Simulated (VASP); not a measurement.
# Cd3Si4P8 (a cell with a defect) in VASP: notebook

The runs below take Cd3Si4P8 (a cell with a defect) through single point, with PBE.

Program: VASP 6.6.1. These are calculated values, not measurements. Logs are shortened: lines on timing, memory, paths and dates and some standing lists are left out, and cuts for length are marked.

## 1. The cell of the first run

The cell holds a defect, 15 atoms: a = 6.661 Å, b = 6.661 Å, c = 8.096 Å, α = 90.00°, β = 90.00°, γ = 105.15°.

## 2. Single point, PBE (Cd vacancy after atom 3 has jumped, atoms relaxed)

Input file INCAR:

```
PREC     = Accurate       # precision mode
ENCUT    = 520            # plane-wave cutoff, eV
EDIFF    = 1E-6           # SCF threshold, eV
ISMEAR   = 0              # smearing method
SIGMA    = 0.05           # smearing width, eV
LREAL    = Auto         
LASPH    = T              # aspherical terms in the spheres
NELM     = 100            # most SCF steps
ALGO     = Fast           # electronic algorithm
ISIF     = 2              # what is computed and relaxed
LWAVE    = F              # write WAVECAR
LCHARG   = T              # write CHGCAR
GGA      = PE             # functional
LELF     = T              # ELF
LVHAR    = T            
NBANDS   = 59             # bands
```

Input file KPOINTS:

```
regular mesh
0
Gamma
  4 4 4
```

Input file POSCAR:

```
Cd3Si4P8
1.0
    2.8622470520     -2.8622470520      5.2898076000
    2.8622470520     -2.8622470520     -5.2898076000
    5.7244941039      5.7244941039      0.0000000000
Cd Si P
3 4 8
Direct
    0.4998905461     -0.0014481716      0.7623765244
    0.5021556907      0.4978443093      0.5000000000
    0.0014481716     -0.4998905461      0.2376234756
   -0.0031886397      0.0031886397      0.5000000000
    0.5043348557      0.4956651443      0.0000000000
    0.4916509407      0.9928509696      0.2487536258
    0.0071490304      0.5083490593      0.7512463742
    0.6029037734      0.3459682824      0.2277576246
    0.0969341618      0.8682294953      0.7365173406
    0.6150081926      0.8463555471      0.0273891294
    0.1022555876      0.3599889860      0.5178224906
    0.1317705047      0.9030658382      0.2634826594
    0.6540317176      0.3970962266      0.7722423754
    0.6400110140      0.8977444124      0.4821775094
    0.1536444529      0.3849918074      0.9726108706
```

Potentials or basis: VASP PAW PBE potentials, release 64 (Cd, Si, P).

On the command line:

```sh
$ cat potpaw_PBE.64/Cd/POTCAR potpaw_PBE.64/Si/POTCAR potpaw_PBE.64/P/POTCAR > POTCAR
$ mpirun -np 1 vasp_std > vasp.out
```

OUTCAR:

```text
PREC = Accurate
   ENCUT = 520
   EDIFF = 1E-6
   ISMEAR = 0
   LREAL = Auto
   LASPH = T
   NELM = 100
   ISIF = 2
   GGA = PE

 ion  position               nearest neighbor table
   1  0.500  0.999  0.762-  10 2.57  13 2.59   9 2.60  14 2.61
   2  0.502  0.498  0.500-  11 2.58  14 2.58  13 2.59   8 2.59
   3  0.001  0.500  0.238-  15 2.57   8 2.59  12 2.60  11 2.61
   4  0.997  0.003  0.500-   9 2.29  12 2.29  11 2.30  14 2.30
   5  0.504  0.496  0.000-  10 2.27  15 2.27  13 2.27   8 2.27
   6  0.492  0.993  0.249-   8 2.28  10 2.29  14 2.30  12 2.32
   7  0.007  0.508  0.751-  13 2.28  15 2.29  11 2.30   9 2.32
   8  0.603  0.346  0.228-   5 2.27   6 2.28   3 2.59   2 2.59
   9  0.097  0.868  0.737-   4 2.29   7 2.32   1 2.60
  10  0.615  0.846  0.027-   5 2.27   6 2.29   1 2.57
  11  0.102  0.360  0.518-   7 2.30   4 2.30   2 2.58   3 2.61
  12  0.132  0.903  0.263-   4 2.29   6 2.32   3 2.60
  13  0.654  0.397  0.772-   5 2.27   7 2.28   1 2.59   2 2.59
  14  0.640  0.898  0.482-   6 2.30   4 2.30   2 2.58   1 2.61
  15  0.154  0.385  0.973-   5 2.27   7 2.29   3 2.57

  LATTYP: Found a base centered orthorhombic cell.
 ALAT       =     8.0956571996
 B/A-ratio  =     1.3068259857
 C/A-ratio  =     1.0000000000

  Lattice vectors:

 A1 = (   2.8622470520,  -2.8622470520,   5.2898076000)
 A2 = (   2.8622470520,  -2.8622470520,  -5.2898076000)
 A3 = (   5.7244941039,   5.7244941039,   0.0000000000)

Analysis of symmetry for initial positions (statically):
=====================================================================
 Subroutine PRICEL returns:
 Original cell was already a primitive cell.

 Routine SETGRP: Setting up the symmetry group for a
 base centered orthorhombic supercell.

 Subroutine GETGRP returns: Found  2 space group operations
 (whereof  2 operations were pure point group operations)
 out of a pool of  8 trial point group operations.

The static configuration has the point symmetry C_2 .

Analysis of symmetry for dynamics (positions and initial velocities):
=====================================================================
 Subroutine PRICEL returns:
 Original cell was already a primitive cell.

 Routine SETGRP: Setting up the symmetry group for a
 base centered orthorhombic supercell.

 Subroutine GETGRP returns: Found  2 space group operations
 (whereof  2 operations were pure point group operations)
 out of a pool of  8 trial point group operations.

The dynamic configuration has the point symmetry C_2 .

 Subroutine INISYM returns: Found  2 space group operations
 (whereof  2 operations are pure point group operations),
 and found     1 'primitive' translations

----------------------------------------------------------------------------------------

                                     Primitive cell

  volume of cell :     346.6922

  direct lattice vectors                    reciprocal lattice vectors
     2.862247052 -2.862247052  5.289807600     0.087343963 -0.087343963  0.094521396
     2.862247052 -2.862247052 -5.289807600     0.087343963 -0.087343963 -0.094521396
     5.724494104  5.724494104  0.000000000     0.087343963  0.087343963  0.000000000

  length of vectors
     6.660854361  6.660854361  8.095657199     0.155538516  0.155538516  0.123523017

  position of ions in fractional coordinates (direct lattice)
     0.499890546  0.998551828  0.762376524
     0.502155691  0.497844309  0.500000000
     0.001448172  0.500109454  0.237623476
     0.996811360  0.003188640  0.500000000
     0.504334856  0.495665144  0.000000000
     0.491650941  0.992850970  0.248753626
     0.007149030  0.508349059  0.751246374
     0.602903773  0.345968282  0.227757625
     0.096934162  0.868229495  0.736517341
     0.615008193  0.846355547  0.027389129
     0.102255588  0.359988986  0.517822491
     0.131770505  0.903065838  0.263482659
     0.654031718  0.397096227  0.772242375
     0.640011014  0.897744412  0.482177509
[... 27 lines left out ...]

 Generating k-lattice:

  Cartesian coordinates                     Fractional coordinates (reciprocal lattice)
     0.021835991 -0.021835991  0.023630349     0.250000000  0.000000000  0.000000000
     0.021835991 -0.021835991 -0.023630349     0.000000000  0.250000000  0.000000000
     0.021835991  0.021835991  0.000000000     0.000000000  0.000000000  0.250000000

  Length of vectors
     0.038884629  0.038884629  0.030880754

  Shift w.r.t. Gamma in fractional coordinates (k-lattice)
     0.000000000  0.000000000  0.000000000

 Subroutine IBZKPT returns following result:
 ===========================================

 Found     24 irreducible k-points:

 Following reciprocal coordinates:
            Coordinates               Weight
  0.000000  0.000000  0.000000      1.000000
  0.250000  0.000000  0.000000      4.000000
  0.500000  0.000000  0.000000      2.000000
  0.250000  0.250000  0.000000      2.000000
  0.500000  0.250000  0.000000      4.000000
 -0.250000  0.250000  0.000000      2.000000
[... 16 lines left out ...]
 -0.250000  0.250000  0.500000      2.000000
  0.500000  0.500000  0.500000      1.000000
   k-points           NKPTS =     24   k-points in BZ     NKDIM =     24   number of bands    NBANDS=     59
   number of dos      NEDOS =    301   number of ions     NIONS =     15
   total plane-waves  NPLWV = 150000
   dimension x,y,z NGX =    50 NGY =   50 NGZ =   60
   dimension x,y,z NGXF=   100 NGYF=  100 NGZF=  120
   ions per type =               3   4   8
   NGX,Y,Z   is equivalent  to a cutoff of  12.48, 12.48, 12.32 a.u.
   NGXF,Y,Z  is equivalent  to a cutoff of  24.96, 24.96, 24.64 a.u.
 SYSTEM =  unknown system
   PREC   = accura    normal or accurate (medium, high low for compatibility)
   ISTART =      0    job   : 0-new  1-cont  2-samecut
   ICHARG =      2    charge: 1-file 2-atom 10-const
   ISPIN  =      1    spin polarized calculation?
   LNONCOLLINEAR =      F non collinear calculations
   LSORBIT =      F    spin-orbit coupling
   LASPH  =      T    aspherical Exc in radial PAW
   ENCUT  =  520.0 eV  38.22 Ry    6.18 a.u.  12.38 12.38 15.05*2*pi/ulx,y,z
   NELM   =    100;   NELMIN=  2; NELMDL= -5     # of ELM steps
   EDIFF  = 0.1E-05   stopping-criterion for ELM
   LREAL  =      T    real-space projection
   EDIFFG = 0.1E-04   stopping-criterion for IOM
   NSW    =      0    number of steps for IOM
   IBRION =     -1    ionic relax: 0-MD 1-quasi-New 2-CG
   NFREE  =      0    steps in history (QN), initial steepest desc. (CG)
   ISIF   =      2    stress and relaxation
   ISYM   =      2    0-nonsym 1-usesym 2-fastsym
   POTIM  = 0.5000    time-step for ionic-motion
   TEBEG  =    0.0;   TEEND  =   0.0 temperature during run
   PSTRESS=    0.0 pullay stress
   NELECT =      92.0000    total number of electrons
   NUPDOWN=      -1.0000    fix difference up-down
   EMIN   =  10.00;   EMAX   =-10.00  energy-range for DOS
   EFERMI =   0.00;   METHOD = LEGACY
   ISMEAR =     0;   SIGMA  =   0.05  broadening in eV -4-tet -1-fermi 0-gaus
   EFERMI_NEDOS =   21; number of points for ismear=-14 and -15
   IALGO  =     68    algorithm
   IMIX   =      4    mixing-type and parameters
     AMIX     =   0.40;   BMIX     =  1.00
     AMIX_MAG =   1.60;   BMIX_MAG =  1.00
  volume/ion in A,a.u.               =      23.11       155.97
  Fermi-wavevector in a.u.,A,eV,Ry     =   1.052017  1.988024 15.058108  1.106740
  Thomas-Fermi vector in A             =   2.187083
   LORBIT       =      0    0 simple, 1 ext, 2 COOP (PROOUT), +10 PAW based schemes
   GGA     = PE    functional components
   LHFCALC =     F    Hartree Fock is set to
   AEXX    =    0.0000 exact exchange contribution
   IVDW    =     0    specifies the selected vdW correction
   LEPSILON=     F    determine dielectric tensor
   LRPA    =     F    only Hartree local field effects (RPA)
 non-spin polarized calculation
 RMM-DIIS sequential band-by-band and
 Gauss-broadening in eV      SIGMA  =   0.05
  energy-cutoff  :      520.00
  volume of cell :      346.69
 maximum number of plane-waves:      9366
 NGX is ok and might be reduce to    50
   NGX = 25   NGY = 25   NGZ = 31

 number of electron      91.9999999 magnetization

 Free energy of the ion-electron system (eV)
  ---------------------------------------------------
  ext. energy  EPLUGINS =         0.00000000
  ---------------------------------------------------
  free energy    TOTEN  =       -67.61925568 eV

  energy without entropy =      -67.60985385  energy(sigma->0) =      -67.61455477

 E-fermi :   3.2007     XC(G=0):  -9.1478

 val. band max:        3.1997838704   @ k =   0.5000   0.0000   0.0000
 cond. band min:       3.2128081337   @ k =   0.2500   0.2500   0.0000
 fundamental gap:      0.0130242633
 Fermi energy:         3.2007191753

 k-point     1 :       0.0000    0.0000    0.0000
  band No.  band energies     occupation
      1      -9.0245      2.00000
      2      -8.0140      2.00000
      3      -7.9992      2.00000
      4      -6.8119      2.00000
      5      -6.7222      2.00000
      6      -6.5691      2.00000
[... 1453 lines left out ...]
     57       6.8236      0.00000
     58       6.8327      0.00000
 [bands above 58 left out]

------------------------ aborting loop because EDIFF is reached ----------------------------------------

  FORCE on cell =-STRESS in cart. coord.  units (eV):
  Direction    XX          YY          ZZ          XY          YZ          ZX
  --------------------------------------------------------------------------------------
  -------------------------------------------------------------------------------------
  Total       -4.3459318     -3.2369147     -4.9781680      0.0566798      0.0000000      0.0000000
  in kB      -20.0839621    -14.9588339    -23.0057306      0.2619356      0.0000000      0.0000000
  external PRESSURE =     -19.3495089 kB  Pullay stress =       0.0000000 kB

 VOLUME and BASIS-vectors are now :
 -----------------------------------------------------------------------------
  energy-cutoff  :      520.00
  volume of cell :      346.69
      direct lattice vectors                 reciprocal lattice vectors
     2.862247052 -2.862247052  5.289807600     0.087343963 -0.087343963  0.094521396
     2.862247052 -2.862247052 -5.289807600     0.087343963 -0.087343963 -0.094521396
     5.724494104  5.724494104  0.000000000     0.087343963  0.087343963  0.000000000

 POSITION                                       TOTAL-FORCE (eV/Angst)
 -----------------------------------------------------------------------------------
      8.65313      0.07531     -2.63782        -0.006596      0.005087     -0.001904
      5.72449     -0.00000      0.02281        -0.000000     -0.000000     -0.001216
      2.79586     -0.07531     -2.63782         0.006596     -0.005087     -0.001904
      5.72449     -0.00000      5.25607        -0.000000     -0.000000      0.007514
      2.86225     -2.86225      0.04586        -0.000000     -0.000000     -0.016012
      5.67300     -2.82502     -2.65125         0.001906     -0.000770     -0.001653
      5.77599      2.82502     -2.65125        -0.001906      0.000770     -0.001653
      4.01970     -1.41211      1.35914        -0.047890      0.001110     -0.001021
      6.97873      1.45365     -4.08000        -0.020964      0.011237     -0.008709
      4.33957     -4.02600     -1.22378         0.021297      0.013356      0.014434
      4.28733      1.64121     -1.36336         0.009306      0.042573      0.003710
      4.47026     -1.45365     -4.08000         0.020964     -0.011237     -0.008709
      7.42928      1.41211      1.35914         0.047890     -0.001110     -0.001021
      7.16166     -1.64121     -1.36336        -0.009306     -0.042573      0.003710
      7.10942      4.02600     -1.22378        -0.021297     -0.013356      0.014434
 -----------------------------------------------------------------------------------
    total drift:                                0.000000      0.000000     -0.000594

  FREE ENERGIE OF THE ION-ELECTRON SYSTEM (eV)
  ---------------------------------------------------
  free  energy   TOTEN  =       -67.6192556782 eV

  energy  without entropy=      -67.6098538544  energy(sigma->0) =      -67.61455477
```

It took 11 min on 1 thread of AMD EPYC 7R13 (Zen 3), shared host; peak memory 0.53 GiB.

Results:

```yaml
Free_energy: -67.6193 eV
Pressure: -1.9 GPa
Largest_force: 0.048 eV/Å
Band_gap_on_the_k_mesh: none (metal or under the smearing width)
```

Forces in eV/Å, atoms in the order of the input:
```
Cd  -0.007  0.005 -0.002
Cd   0.000  0.000 -0.001
Cd   0.007 -0.005 -0.002
Si   0.000  0.000  0.008
Si   0.000  0.000 -0.016
Si   0.002 -0.001 -0.002
Si  -0.002  0.001 -0.002
P   -0.048  0.001 -0.001
P   -0.021  0.011 -0.009
P    0.021  0.013  0.014
P    0.009  0.043  0.004
P    0.021 -0.011 -0.009
P    0.048 -0.001 -0.001
P   -0.009 -0.043  0.004
P   -0.021 -0.013  0.014
```

Stress tensor (GPa, compression positive):
```
-2.01  0.03  0.00
 0.03 -1.50  0.00
 0.00  0.00 -2.30
```

(Part 1 of 2 ends here.)
